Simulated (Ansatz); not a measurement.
SnTe:

```
CELL_PARAMETERS angstrom
0.00000 3.61115 3.61115
3.61115 0.00000 3.61115
3.61115 3.61115 0.00000
ATOMIC_POSITIONS crystal
Te 0.25000 0.25000 0.25000
Sn 0.00000 0.00000 0.00000
```

Measurements of this composition are mostly on another form, of space group No. 225.

Base run:

```yaml
Program: Ansatz 0.2.0
Functional: PBEsol
Potentials_or_basis: all-electron LAPW, inner shells corrected to Dirac's equation
Cutoff: 189 eV
Density_cutoff: 756 eV
Basis_error_allowed: 0.001 eV/atom
k_mesh: 7 × 7 × 7
Occupations: fermi-dirac, width 0.05 eV
Spin: no spin polarisation
```

Its results: pressure -1.4 GPa.

The run is repeated on the same cell with these changes: functional from PBEsol to LDA; potentials or basis from all-electron LAPW, inner shells corrected to Dirac's equation to all-electron LAPW, scalar-relativistic. What comes out?

Pressure -2.2 GPa.

Not every run made on this cell is shown here.
